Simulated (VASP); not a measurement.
# ZnS (Wurtzite-2H) (P6_3mc) in VASP: notebook

ZnS (Wurtzite-2H) is run at these levels: RPBE+D4; tasks: single point.

Everything below comes from runs of VASP 6.6.1. Logs are shortened: lines on timing, memory, paths and dates and some standing lists are left out, and cuts for length are marked.

**The experiment to reproduce.**

A printed reference work, monograph reports, for a bulk crystal of ZnS at 4 K: band gap 3.911 eV (direct).

The results are compared with them further down.

## Step 1: The cell of the first run

Symmetry: P6_3mc, No. 186, hexagonal system. The conventional cell has a = 3.759 Å, b = 3.759 Å, c = 6.150 Å, α = 90.00°, β = 90.00°, γ = 120.00°. Within 3.0 Å of Zn (site symmetry 3m) lie 4 S at 2.28 to 2.37 Å. S (site symmetry 3m) has 4 Zn at 2.28 to 2.37 Å within 3.0 Å.

## Step 2: Single point, RPBE+D4

INCAR

```
SYSTEM = ZnS
PREC = Accurate
ENCUT = 520
EDIFF = 1E-6
ISMEAR = -1
SIGMA = 0.05
LREAL = .FALSE.
LASPH = .TRUE.
NELM = 100
ALGO = Normal
ISIF = 2
LWAVE = .FALSE.
LCHARG = .FALSE.
GGA = RP
IVDW = 13
NBANDS = 26
```

KPOINTS

```
regular mesh
0
G
  8 8 5
  0 0 0
```

POSCAR

```
ZnS
1.0
    3.7594936861      0.0000000000      0.0000000000
   -1.8797468431      3.2558170375      0.0000000000
    0.0000000000      0.0000000000      6.1497464286
Zn S
2 2
Direct
    0.6666666667      0.3333333333      0.5000000000
    0.3333333333      0.6666666667      0.0000000000
    0.6666666667      0.3333333333      0.8850000000
    0.3333333333      0.6666666667      0.3850000000
```

Potentials or basis: VASP PAW PBE potentials, release 64 (Zn, S).

Launch:

```
$ cat potpaw_PBE.64/Zn/POTCAR potpaw_PBE.64/S/POTCAR > POTCAR
$ mpirun -np 1 vasp_std > vasp.out
```

OUTCAR:

```text
SYSTEM = ZnS
   PREC = Accurate
   ENCUT = 520
   EDIFF = 1E-6
   ISMEAR = -1
   LREAL = .FALSE.
   LASPH = .TRUE.
   NELM = 100
   ISIF = 2
   GGA = RP
   IVDW = 13

 ion  position               nearest neighbor table
   1  0.667  0.333  0.500-   4 2.28   4 2.28   4 2.28   3 2.37
   2  0.333  0.667  0.000-   3 2.28   3 2.28   3 2.28   4 2.37
   3  0.667  0.333  0.885-   2 2.28   2 2.28   2 2.28   1 2.37
   4  0.333  0.667  0.385-   1 2.28   1 2.28   1 2.28   2 2.37

  LATTYP: Found a hexagonal cell.
 ALAT       =     3.7594936861
 C/A-ratio  =     1.6357911310

  Lattice vectors:

 A1 = (   3.7594936861,   0.0000000000,   0.0000000000)
 A2 = (  -1.8797468431,   3.2558170375,   0.0000000000)
 A3 = (   0.0000000000,   0.0000000000,   6.1497464286)

Analysis of symmetry for initial positions (statically):
=====================================================================
 Subroutine PRICEL returns:
 Original cell was already a primitive cell.

 Routine SETGRP: Setting up the symmetry group for a
 hexagonal supercell.

 Subroutine GETGRP returns: Found 12 space group operations
 (whereof  6 operations were pure point group operations)
 out of a pool of 24 trial point group operations.

The static configuration has the point symmetry C_3v.
 The point group associated with its full space group is C_6v.

Analysis of symmetry for dynamics (positions and initial velocities):
=====================================================================
 Subroutine PRICEL returns:
 Original cell was already a primitive cell.

 Routine SETGRP: Setting up the symmetry group for a
 hexagonal supercell.

 Subroutine GETGRP returns: Found 12 space group operations
 (whereof  6 operations were pure point group operations)
 out of a pool of 24 trial point group operations.

The dynamic configuration has the point symmetry C_3v.
 The point group associated with its full space group is C_6v.

 Subroutine INISYM returns: Found 12 space group operations
 (whereof  6 operations are pure point group operations),
 and found     1 'primitive' translations

----------------------------------------------------------------------------------------

                                     Primitive cell

  volume of cell :      75.2743

  direct lattice vectors                    reciprocal lattice vectors
     3.759493686  0.000000000  0.000000000     0.265993265  0.153571283  0.000000000
    -1.879746843  3.255817037  0.000000000     0.000000000  0.307142566  0.000000000
     0.000000000  0.000000000  6.149746429     0.000000000  0.000000000  0.162608331

  length of vectors
     3.759493686  3.759493686  6.149746429     0.307142566  0.307142566  0.162608331

  position of ions in fractional coordinates (direct lattice)
     0.666666667  0.333333333  0.500000000
     0.333333333  0.666666667  0.000000000
     0.666666667  0.333333333  0.885000000
     0.333333333  0.666666667  0.385000000

  ion indices of the primitive-cell ions
   primitive index   ion index
                 1           1
                 2           2
                 3           3
                 4           4

----------------------------------------------------------------------------------------

 KPOINTS: regular mesh

Automatic generation of k-mesh.
 Grid dimensions read from file:
 generate k-points for:    8    8    5

 Generating k-lattice:

  Cartesian coordinates                     Fractional coordinates (reciprocal lattice)
     0.033249158  0.019196410  0.000000000     0.125000000  0.000000000  0.000000000
     0.000000000  0.038392821  0.000000000     0.000000000  0.125000000  0.000000000
     0.000000000  0.000000000  0.032521666     0.000000000  0.000000000  0.200000000

  Length of vectors
     0.038392821  0.038392821  0.032521666

  Shift w.r.t. Gamma in fractional coordinates (k-lattice)
     0.000000000  0.000000000  0.000000000

 Subroutine IBZKPT returns following result:
 ===========================================

 Found     30 irreducible k-points:

 Following reciprocal coordinates:
            Coordinates               Weight
  0.000000  0.000000  0.000000      1.000000
  0.125000  0.000000  0.000000      6.000000
  0.250000  0.000000  0.000000      6.000000
  0.375000  0.000000  0.000000      6.000000
  0.500000  0.000000  0.000000      3.000000
  0.125000  0.125000  0.000000      6.000000
[... 16 lines left out ...]
  0.250000  0.000000  0.400000     12.000000
  0.375000  0.000000  0.400000     12.000000
 [... further k-points ...]
   k-points           NKPTS =     30   k-points in BZ     NKDIM =     30   number of bands    NBANDS=     26
   number of dos      NEDOS =    301   number of ions     NIONS =      4
   total plane-waves  NPLWV =  37632
   dimension x,y,z NGX =    28 NGY =   28 NGZ =   48
   dimension x,y,z NGXF=    56 NGYF=   56 NGZF=   96
   ions per type =               2   2
   NGX,Y,Z   is equivalent  to a cutoff of  12.38, 12.38, 12.98 a.u.
   NGXF,Y,Z  is equivalent  to a cutoff of  24.76, 24.76, 25.95 a.u.
 SYSTEM =  ZnS
   PREC   = accura    normal or accurate (medium, high low for compatibility)
   ISTART =      0    job   : 0-new  1-cont  2-samecut
   ICHARG =      2    charge: 1-file 2-atom 10-const
   ISPIN  =      1    spin polarized calculation?
   LNONCOLLINEAR =      F non collinear calculations
   LSORBIT =      F    spin-orbit coupling
   LASPH  =      T    aspherical Exc in radial PAW
   ENCUT  =  520.0 eV  38.22 Ry    6.18 a.u.   6.99  6.99 11.43*2*pi/ulx,y,z
   NELM   =    100;   NELMIN=  2; NELMDL= -5     # of ELM steps
   EDIFF  = 0.1E-05   stopping-criterion for ELM
   LREAL  =      F    real-space projection
   EDIFFG = 0.1E-04   stopping-criterion for IOM
   NSW    =      0    number of steps for IOM
   IBRION =     -1    ionic relax: 0-MD 1-quasi-New 2-CG
   NFREE  =      0    steps in history (QN), initial steepest desc. (CG)
   ISIF   =      2    stress and relaxation
   ISYM   =      2    0-nonsym 1-usesym 2-fastsym
   POTIM  = 0.5000    time-step for ionic-motion
   TEBEG  =    0.0;   TEEND  =   0.0 temperature during run
   PSTRESS=    0.0 pullay stress
   NELECT =      36.0000    total number of electrons
   NUPDOWN=      -1.0000    fix difference up-down
   EMIN   =  10.00;   EMAX   =-10.00  energy-range for DOS
   EFERMI =   0.00;   METHOD = LEGACY
   ISMEAR =    -1;   SIGMA  =   0.05  broadening in eV -4-tet -1-fermi 0-gaus
   EFERMI_NEDOS =   21; number of points for ismear=-14 and -15
   IALGO  =     38    algorithm
   IMIX   =      4    mixing-type and parameters
     AMIX     =   0.40;   BMIX     =  1.00
     AMIX_MAG =   1.60;   BMIX_MAG =  1.00
  volume/ion in A,a.u.               =      18.82       126.99
  Fermi-wavevector in a.u.,A,eV,Ry     =   1.280246  2.419314 22.300360  1.639030
  Thomas-Fermi vector in A             =   2.412685
   LORBIT       =      0    0 simple, 1 ext, 2 COOP (PROOUT), +10 PAW based schemes
   GGA     = RP    functional components
   LHFCALC =     F    Hartree Fock is set to
   AEXX    =    0.0000 exact exchange contribution
   IVDW    =    13    specifies the selected vdW correction
   LEPSILON=     F    determine dielectric tensor
   LRPA    =     F    only Hartree local field effects (RPA)
 non-spin polarized calculation
  energy-cutoff  :      520.00
  volume of cell :       75.27
 maximum number of plane-waves:      2043
 NGX is ok and might be reduce to    28
   NGX = 13   NGY = 13   NGZ = 23

 number of electron      35.9999971 magnetization

 Free energy of the ion-electron system (eV)
  ---------------------------------------------------
  ext. energy  EPLUGINS =         0.00000000
  ---------------------------------------------------
  free energy    TOTEN  =       -12.16409981 eV

  energy without entropy =      -12.16409981  energy(sigma->0) =      -12.16409981

 E-fermi :   3.7147     XC(G=0):  -9.6334

 val. band max:        2.6591757437   @ k =   0.0000   0.0000   0.0000
 cond. band min:       5.2755517999   @ k =   0.0000   0.0000   0.0000
 fundamental gap:      2.6163760562
 Fermi energy:         3.7147134184

 k-point     1 :       0.0000    0.0000    0.0000
  band No.  band energies     occupation
      1     -10.8093      2.00000
      2      -9.8200      2.00000
      3      -3.8327      2.00000
      4      -3.8326      2.00000
      5      -3.7633      2.00000
      6      -3.7633      2.00000
[... 18 lines left out ...]
     25      10.3393      0.00000
     26      12.3810      0.00000

 k-point     2 :       0.1250    0.0000    0.0000
  band No.  band energies     occupation
      1     -10.6964      2.00000
      2      -9.7547      2.00000
      3      -3.8440      2.00000
      4      -3.8051      2.00000
      5      -3.7571      2.00000
      6      -3.7278      2.00000
[... 18 lines left out ...]
     25      10.8486      0.00000
     26      11.5152      0.00000

 k-point     3 :       0.2500    0.0000    0.0000
  band No.  band energies     occupation
      1     -10.3928      2.00000
      2      -9.6015      2.00000
      3      -3.8531      2.00000
      4      -3.7437      2.00000
      5      -3.7357      2.00000
      6      -3.6394      2.00000
[... 18 lines left out ...]
     25      11.2817      0.00000
     26      11.7832      0.00000

 k-point     4 :       0.3750    0.0000    0.0000
  band No.  band energies     occupation
      1     -10.0159      2.00000
      2      -9.4772      2.00000
      3      -3.8268      2.00000
      4      -3.6947      2.00000
      5      -3.6758      2.00000
      6      -3.5401      2.00000
[... 18 lines left out ...]
     25      11.7070      0.00000
     26      13.2710      0.00000
[... 496 lines left out ...]
      1     -10.4042      2.00000
      2     -10.1158      2.00000
      3      -3.8388      2.00000
      4      -3.8077      2.00000
      5      -3.7848      2.00000
      6      -3.7610      2.00000
[... 18 lines left out ...]
     25      10.1125      0.00000
     26      10.6063      0.00000

 k-point    23 :       0.2500    0.0000    0.4000
  band No.  band energies     occupation
      1     -10.1386      2.00000
      2      -9.8948      2.00000
      3      -3.8570      2.00000
      4      -3.8153      2.00000
      5      -3.7116      2.00000
      6      -3.6787      2.00000
[... 18 lines left out ...]
     25      10.8193      0.00000
     26      11.2330      0.00000

 k-point    24 :       0.3750    0.0000    0.4000
  band No.  band energies     occupation
      1      -9.8303      2.00000
      2      -9.6630      2.00000
      3      -3.8435      2.00000
      4      -3.7980      2.00000
      5      -3.6435      2.00000
      6      -3.5954      2.00000
[... 18 lines left out ...]
     25      12.0986      0.00000
     26      12.2179      0.00000

 [... further k-points ...]

------------------------ aborting loop because EDIFF is reached ----------------------------------------

  DFT-D4 for vdW energy calculation

  Edisp (eV):   -2.53631

  FORCE on cell =-STRESS in cart. coord.  units (eV):
  Direction    XX          YY          ZZ          XY          YZ          ZX
  --------------------------------------------------------------------------------------
  -------------------------------------------------------------------------------------
  Total       1.56972     1.56972     0.15754    -0.00000     0.00000     0.00000
  in kB      33.41075    33.41075     3.35307    -0.00000     0.00000     0.00000
  external pressure =       23.39 kB  Pullay stress =        0.00 kB

 VOLUME and BASIS-vectors are now :
 -----------------------------------------------------------------------------
  energy-cutoff  :      520.00
  volume of cell :       75.27
      direct lattice vectors                 reciprocal lattice vectors
     3.759493686  0.000000000  0.000000000     0.265993265  0.153571283  0.000000000
    -1.879746843  3.255817037  0.000000000     0.000000000  0.307142566  0.000000000
     0.000000000  0.000000000  6.149746429     0.000000000  0.000000000  0.162608331

 POSITION                                       TOTAL-FORCE (eV/Angst)
 -----------------------------------------------------------------------------------
      1.87975      1.08527      3.07487        -0.000000      0.000000      0.379966
     -0.00000      2.17054      0.00000         0.000000     -0.000000      0.379966
      1.87975      1.08527      5.44253         0.000000     -0.000000     -0.379966
     -0.00000      2.17054      2.36765         0.000000     -0.000000     -0.379966
 -----------------------------------------------------------------------------------
    total drift:                               -0.000001     -0.000001      0.000997

  FREE ENERGIE OF THE ION-ELECTRON SYSTEM (eV)
  ---------------------------------------------------
  free  energy   TOTEN  =       -14.7004100193 eV

  energy  without entropy=      -14.7004100193  energy(sigma->0) =      -14.70041002
```

Run time: 23 s. Hardware: 1 thread of Intel Xeon 6975P-C (Granite Rapids), shared host; peak memory 0.21 GiB.

Results:

```
Free energy                : -14.7004 eV
Pressure                   : 2.3 GPa
Largest force              : 0.380 eV/Å
Band gap on the k mesh     : 2.62 eV, direct
Dispersion energy per atom : -0.634 eV
```

Forces in eV/Å, atoms in the order of the input:
```
Zn   0.000  0.000  0.380
Zn   0.000  0.000  0.380
S    0.000  0.000 -0.380
S    0.000  0.000 -0.380
```

Caveat: the PAW data sets were made with another functional, which shifts forces and pressure a little.

## Step 3: Single point, RPBE+D4

This run uses another cell than the first one, of 19.21 Å³/atom, 1.021 times its volume.

Edit INCAR of step 2 so:

```diff
@@ -3,3 +3,3 @@
 ENCUT = 520
-EDIFF = 1E-6
+EDIFF = 1E-7
 ISMEAR = -1
@@ -8,3 +8,3 @@
 LASPH = .TRUE.
-NELM = 100
+NELM = 80
 ALGO = Normal
```

KPOINTS

```
Automatic mesh
0
G
  8 8 5
  0 0 0
```

POSCAR

```
ZnS
1.0
    3.7854220481      0.0000000000      0.0000000000
   -1.8927110241      3.2782716577      0.0000000000
    0.0000000000      0.0000000000      6.1921598132
Zn S
2 2
Direct
    0.6666666667      0.3333333333      0.5000000000
    0.3333333333      0.6666666667      0.0000000000
    0.6666666667      0.3333333333      0.8850000000
    0.3333333333      0.6666666667      0.3850000000
```

Potentials or basis: VASP PAW PBE potentials, release 64 (Zn, S).

Launch:

```
$ cat potpaw_PBE.64/Zn/POTCAR potpaw_PBE.64/S/POTCAR > POTCAR
$ mpirun -np 1 vasp_std > vasp.out
```

Wall time 25 s (1 thread of Intel Xeon 6975P-C (Granite Rapids), shared host); peak memory 0.21 GiB.

Results (log left out):

```yaml
Free_energy: -14.7152 eV
Pressure: 0.7 GPa
Largest_force: 0.353 eV/Å
Band_gap_on_the_k_mesh: 2.52 eV, direct
Dispersion_energy_per_atom: -0.619 eV
```

Forces on the atoms (eV/Å):
```
Zn   0.000  0.000  0.353
Zn   0.000  0.000  0.353
S    0.000  0.000 -0.353
S    0.000  0.000 -0.353
```

Stress tensor (GPa, compression positive):
```
 1.55  0.00  0.00
 0.00  1.55  0.00
 0.00  0.00 -1.12
```

Levels at points of the mesh, in eV from the valence-band top:
| k point | band 15 | band 16 | band 17 | band 18 | band 19 | band 20 | band 21 | band 22 |
| --- | --- | --- | --- | --- | --- | --- | --- | --- |
| (0.00, 0.00, 0.00) | -0.87 | 0.00 | 0.00 | 0.00 | 2.52 | 3.15 | 6.35 | 6.35 |
| (0.50, 0.00, 0.00) | -3.22 | -2.30 | -1.59 | -1.00 | 3.72 | 4.43 | 5.29 | 7.19 |

Caveat: the PAW data sets were made with another functional, which shifts forces and pressure a little.

## Step 4: Single point, RPBE+D4

This run uses another cell than the first one, of 19.60 Å³/atom, 1.042 times its volume.

INCAR

```
  PREC = Accurate
  ENCUT = 520
  EDIFF = 1E-6
  ISMEAR = -1
  SIGMA = 0.05
  LREAL = F
  LASPH = T
  NELM = 80
  ALGO = Normal
  ISIF = 2
  LWAVE = F
  LCHARG = F
  GGA = RP
  IVDW = 13
  NBANDS = 26
```

KPOINTS

```
Automatic mesh
0
Gamma
  8 8 5
```

POSCAR

```
ZnS
1.0
    3.8110000000      0.0000000000      0.0000000000
   -1.9055000000      3.3004228138      0.0000000000
    0.0000000000      0.0000000000      6.2340000000
Zn S
2 2
Direct
    0.6666666667      0.3333333333      0.5000000000
    0.3333333333      0.6666666667      0.0000000000
    0.6666666667      0.3333333333      0.8850000000
    0.3333333333      0.6666666667      0.3850000000
```

Launch:

```
$ cat potpaw_PBE.64/Zn/POTCAR potpaw_PBE.64/S/POTCAR > POTCAR
$ mpirun -np 1 vasp_std > vasp.out
```

Wall time 22 s (1 thread of Intel Xeon 6975P-C (Granite Rapids), shared host); peak memory 0.2 GiB.

The run converged. Its results:

```
Free energy                : -14.7145 eV
Pressure                   : -0.8 GPa
Largest force              : 0.327 eV/Å
Band gap on the k mesh     : 2.42 eV, direct
Dispersion energy per atom : -0.604 eV
```

Forces in eV/Å, atoms in the order of the input:
```
Zn   0.000  0.000  0.327
Zn   0.000  0.000  0.327
S    0.000  0.000 -0.327
S    0.000  0.000 -0.327
```

Stress tensor (GPa, compression positive):
```
-0.04  0.00  0.00
 0.00 -0.04  0.00
 0.00  0.00 -2.40
```

Levels at points of the mesh, in eV from the valence-band top:
| k point | band 14 | band 15 | band 16 | band 17 | band 18 | band 19 | band 20 | band 21 | band 22 | band 23 |
| --- | --- | --- | --- | --- | --- | --- | --- | --- | --- | --- |
| (0.00, 0.00, 0.00) | -0.85 | -0.85 | -0.01 | -0.01 | 0.00 | 2.42 | 3.12 | 6.36 | 6.36 | 6.67 |
| (0.50, 0.00, 0.00) | -4.17 | -3.12 | -2.23 | -1.53 | -0.97 | 3.74 | 4.37 | 5.30 | 7.20 | 7.51 |

Caveat: the PAW data sets were made with another functional, which shifts forces and pressure a little.

## Step 5: Summary

```csv
cell,gap on the mesh (eV),pressure (GPa),largest force (eV/Å)
"a = 3.759, b = 3.759, c = 6.150 Å, angles 90.0, 90.0, 120.0°, 4 atoms",2.62,2.3,0.38
"a = 3.785, b = 3.785, c = 6.192 Å, angles 90.0, 90.0, 120.0°, 4 atoms",2.52,0.7,0.35
"a = 3.811, b = 3.811, c = 6.234 Å, angles 90.0, 90.0, 120.0°, 4 atoms",2.42,-0.8,0.33
```

Alike in all rows: task single point; level RPBE+D4; potentials or basis VASP PAW PBE potentials, release 64 (Zn, S); no spin polarisation; k mesh 8 × 8 × 5; cutoff (eV) 520; smearing fermi-dirac 0.05 eV.

Caveats: the PAW data sets were made with another functional, which shifts forces and pressure a little.

Total energies depend on the potentials used, so only differences within one code and one set of settings carry meaning.

## Step 6: Against experiment

Step 2. Against the measured gap of ZnS, 3.911 eV (direct; 4 K; a printed reference work, monograph), the calculated 2.62 eV is off by -1.29 eV. The value is that of RPBE+D4, without temperature or zero-point motion. Semilocal functionals fall short of measured gaps as a rule.

Step 3. Against the measured gap of ZnS, 3.911 eV (direct; 4 K; a printed reference work, monograph), the calculated 2.52 eV is off by -1.39 eV. The value is that of RPBE+D4, without temperature or zero-point motion. Semilocal functionals fall short of measured gaps as a rule.

Step 4. A measured gap of ZnS is 3.911 eV (direct; 4 K; a printed reference work, monograph); the calculated 2.42 eV misses it by -1.49 eV. The value is that of RPBE+D4, without temperature or zero-point motion. Semilocal functionals fall short of measured gaps as a rule.
